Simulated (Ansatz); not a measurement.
**¹⁹⁷Au nuclear quadrupole resonance in Au at a changed volume**

Cell: a structure deposited in the COD, relaxed with PBE at fixed cell and then changed (volume scaled by 1.06, ions relaxed).

```
CELL_PARAMETERS angstrom
2.95688 0.00000 0.00000
-1.47844 2.56073 0.00000
0.00000 0.00000 4.97571
ATOMIC_POSITIONS crystal
Au 0.33333 0.66667 0.75000
Au 0.66667 0.33333 0.25000
```

Atoms are numbered from 1 in the order listed; like atoms form one site, named after its first atom.

Computed with Ansatz: DFT, PBE, plane waves and PAW, scalar-relativistic, 420 eV cutoff, Γ-centred 18×18×10 k-points, Fermi–Dirac smearing 0.05 eV.

¹⁹⁷Au: I = 3/2, Q = 547.0 mb (year-2017 value). Static lattice, zero field.

Q: At which frequencies do the ¹⁹⁷Au NQR lines lie?

A: For I = 3/2 there is one line, ν = (|C_Q|/2)(1 + η²/3)^½.

```tsv
site	atoms	V_zz (10²¹ V/m²)	C_Q (MHz)	η	line frequencies (MHz)
Au	1, 2	0.69	9.13	0.00	4.56
```

An axis of threefold or higher order runs through Au, so V_zz lies along it and η is zero.

With no gap above 0.1 eV, as in a metal, the gradients converge slowly in k; expect changes of a tenth or more on a denser mesh. Spin–orbit coupling is left out, which shifts gradients on Au by a few per cent in wide-gap crystals, and can shift them far more where the calculated gap is small or absent, as here. At this changed cell the PBE pressure is -5 GPa.
